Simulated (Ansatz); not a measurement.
# Relaxing CuO

Theory: DFT PBE, scalar-relativistic, plane waves, PAW in Ansatz. Cutoff 420 eV, Γ-centred k mesh, Gaussian smearing, collinear spin, first started from parallel moments.

The start puts CuO on the tungsten carbide structure type (P-6m2, No. 187), with Cu in place of W, O in place of C, at a guessed volume.

```
CELL_PARAMETERS angstrom
2.89122 0.00000 0.00000
-1.44561 2.50387 0.00000
0.00000 0.00000 2.81994
ATOMIC_POSITIONS crystal
Cu 0.00000 0.00000 0.00000
O 0.66667 0.33333 0.50000
```

Cell and atoms relax at zero pressure; the relaxation can't lower the symmetry of the start. After a coarse first stage the cell is made exact in the group found at 0.06 Å.

Formation energies are uncorrected and refer to the elements' standard structures at the same level (O₂ as a molecule).

Question: What does it relax into?

Answer: It keeps P-6m2 (No. 187). The result still has the tungsten carbide structure. Conventional cell: a = 2.888 Å, c = 2.693 Å. Cu is coordinated by 6 O at 2.14 Å; around O lie 6 Cu at 2.14 Å.

```xyz
2
Lattice="2.8878 0.0000 0.0000 -1.4439 2.5009 0.0000 0.0000 0.0000 2.6932" Properties=species:S:1:pos:R:3 pbc="T T T"
Cu    0.0000    0.0000    0.0000
O     1.4439    0.8336    1.3466
```

Question: What are its volume, energy, gap and moment?

Answer: The volume per atom is 9.73 Å³. The density is 6.79 g/cm³, the energy over the elements is -0.21 eV/atom and the gap on the 24×24×20 mesh is 0 eV (a metal). The net moment per atom is 0.31 μB and the largest site moment is 0.34 μB.

The final run used a 24×24×20 mesh on its 2-atom cell and 0.10 eV smearing. The k mesh leaves about 4 meV/atom of noise in metals. A structure relaxed within its symmetry needn't be a true minimum.

Cost: 3 runs of about 6.7 core-minutes in all, on Arm Neoverse V1 (shared hosts).